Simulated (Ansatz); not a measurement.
Al2O3:

```
Al O
1.0
     2.88432    0.00000    0.00000
    -1.44216    2.49790    0.00000
     0.00000    0.00000    9.33675
Al O
2 3
Direct
  0.00000 0.00000 0.85001
  0.00000 0.00000 0.14999
  0.33333 0.66667 0.77768
  0.66667 0.33333 0.00000
  0.33333 0.66667 0.22232
```

Measurements of this composition are mostly on another form, of space group No. 167.

Base run:

| Quantity | Value |
| --- | --- |
| Program | Ansatz 0.2.0 |
| Functional | BLYP |
| Potentials or basis | Ansatz PAW |
| Cutoff | 420 eV |
| Density cutoff | 1680 eV |
| k mesh | 11 × 11 × 3 |
| Occupations | fermi-dirac, width 0.05 eV |
| Spin | no spin polarisation |

Its results: band gap on the k mesh 4.98 eV, indirect (least direct gap 5.22 eV); pressure 2.1 GPa; largest force 0.238 eV/Å.

Task: After a change of settings the same cell gave: band gap on the k mesh 4.75 eV, indirect (least direct gap 5.00 eV); pressure -2.9 GPa; largest force 0.125 eV/Å. Which change was it?
A. functional from BLYP to LDA
B. functional from BLYP to r2SCAN; cutoff from 420 eV to 500 eV; density cutoff from 1680 eV to 2000 eV
C. functional from BLYP to PBEsol

Result: C.

PBEsol binds more tightly than BLYP, so the same cell stands under less pressure.

Caveats: the PAW data sets come from PBE, with cores solved anew for the run's functional, which leaves a small shift of forces and pressure; the potentials were made for another functional, which shifts forces and pressure (some runs).

Not every run made on this cell is shown here.
